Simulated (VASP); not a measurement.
# VASP 6.6.1 run: CaSe

INCAR

```
LCHARG = .FALSE.
LASPH = .TRUE.
SIGMA = 0.02
ISMEAR = -1
LWAVE = .FALSE.
ENCUT = 520
NBANDS = 15
ISIF = 2
ISPIN = 2
MAGMOM = -1 -1
EDIFF = 1E-7
NELM = 120
PREC = Accurate
AMIX = 0.2
NSW = 0
IBRION = -1
GGA = AM
LREAL = .FALSE.
```

KPOINTS

```
KPOINTS created by Atomic Simulation Environment
0
Gamma
8 8 8
0 0 0
```

POSCAR

```
Ca Se
 1.0000000000000000
     0.0166181967000000    2.9675351259000000    2.9675351259000000
     2.9675351259000000    0.0166181967000000    2.9675351259000000
     2.9841533226000001    2.9841533226000001    0.0000000000000000
 Ca  Se
   1   1
Cartesian
  0.0000000000000000  0.0000000000000000  0.0000000000000000
  2.9841533226000001  2.9841533226000001  2.9675351259000000
```

The recommended PBE PAW datasets give the neutral cell 16 valence electrons.

Command

```
mpirun -np 1 vasp_std
```

How does this run end, and what does it give?

It converged. Results: pressure -0.9 GPa; magnetic moment of the cell 0.00 μB.

OSZICAR

```
N       E                     dE             d eps       ncg     rms          rms(c)
DAV:   1     0.107299264981E+03    0.10730E+03   -0.75747E+03  5700   0.982E+02
DAV:   2    -0.477862825329E+01   -0.11208E+03   -0.10657E+03  7107   0.243E+02
DAV:   3    -0.909579946054E+01   -0.43172E+01   -0.42796E+01  7823   0.458E+01
DAV:   4    -0.930875653158E+01   -0.21296E+00   -0.21285E+00  7899   0.843E+00
DAV:   5    -0.931023278119E+01   -0.14762E-02   -0.14762E-02  7651   0.753E-01    0.693E+00
DAV:   6    -0.958278963254E+01   -0.27256E+00   -0.69813E-02  6790   0.184E+00    0.389E+00
DAV:   7    -0.958004576952E+01    0.27439E-02   -0.11266E-01  6986   0.207E+00    0.207E+00
DAV:   8    -0.959047375031E+01   -0.10428E-01   -0.50128E-02  7608   0.159E+00    0.662E-01
DAV:   9    -0.959443277033E+01   -0.39590E-02   -0.69488E-03  6015   0.663E-01    0.196E-01
DAV:  10    -0.959482290963E+01   -0.39014E-03   -0.15849E-03  6876   0.217E-01    0.856E-02
DAV:  11    -0.959516567386E+01   -0.34276E-03   -0.25156E-04  6386   0.127E-01    0.644E-02
DAV:  12    -0.959529814374E+01   -0.13247E-03   -0.95940E-05  6981   0.689E-02    0.284E-02
DAV:  13    -0.959535807794E+01   -0.59934E-04   -0.53491E-05  6297   0.510E-02    0.866E-03
DAV:  14    -0.959535893010E+01   -0.85216E-06   -0.59011E-06  7308   0.167E-02    0.399E-03
DAV:  15    -0.959535888838E+01    0.41720E-07   -0.20935E-06  6849   0.132E-02    0.153E-03
DAV:  16    -0.959535899479E+01   -0.10641E-06   -0.33795E-07  7266   0.358E-03    0.947E-04
DAV:  17    -0.959535893932E+01    0.55469E-07   -0.51009E-08  4226   0.185E-03
   1 F= -.95953589E+01 E0= -.95953589E+01  d E =-.478635E-12  mag=     0.0000
```

Standard output (part)

```
POSCAR found type information on POSCAR CaSe
 POSCAR found :  2 types and       2 ions
 LDA part: xc-table for (Slater+PW92), standard interpolation
 POSCAR, INCAR and KPOINTS ok, starting setup
 WAVECAR not read
 entering main loop
```

For comparison, a separate PBE run of the intended cell, on usual settings and not on those above, gives a gap of 2.01 eV on its mesh and a pressure of 0.7 GPa.
